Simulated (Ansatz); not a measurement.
# Property card for SiC

Theory: Ansatz, DFT PBE, scalar-relativistic, plane waves, PAW.

Plane waves to 420 eV, a k mesh through Γ of 10×4×6 on the computed 12-atom cell and Gaussian smearing (0.02 eV); no spin polarisation.

The structure is relaxed at this level of theory with its symmetry kept, and needn't be the ground state of this composition.

```
Si C
1.0
     3.11918    0.00000    0.00000
     0.00000    9.51958    0.00000
     0.00000    0.00000    4.61432
Si C
6 6
Cartesian
  0.0000 6.1907 0.4256
  1.5596 8.0886 4.1887
  0.0000 0.0000 1.8621
  1.5596 1.4309 4.1887
  0.0000 3.3288 0.4256
  1.5596 4.7598 2.7522
  1.5596 6.1950 3.9536
  0.0000 8.0844 0.6607
  1.5596 0.0000 2.9469
  0.0000 1.4352 0.6607
  1.5596 3.3246 3.9536
  0.0000 4.7598 1.6674
```

* Space group: Pmmn (No. 59)
* Volume per atom: 11.42 Å³
* Formation energy from the elements' standard states (uncorrected): -0.003 eV/atom
* Kohn–Sham band gap: 2.06 eV
* Orbital (Löwdin) character of the top 1 eV of the valence band: C 2p 81 %, Si 3p 14 %
* Orbital (Löwdin) character of the lowest 1 eV of the conduction band: Si 3p 49 %, C 2s 19 %, C 2p 11 %, unprojected 14 %

The cell was found from a structure generator's guess, not taken from experiment. Kohn–Sham gaps at this level usually fall short of measured ones. Löwdin shares on free-atom orbitals overweight diffuse shells in the empty bands.
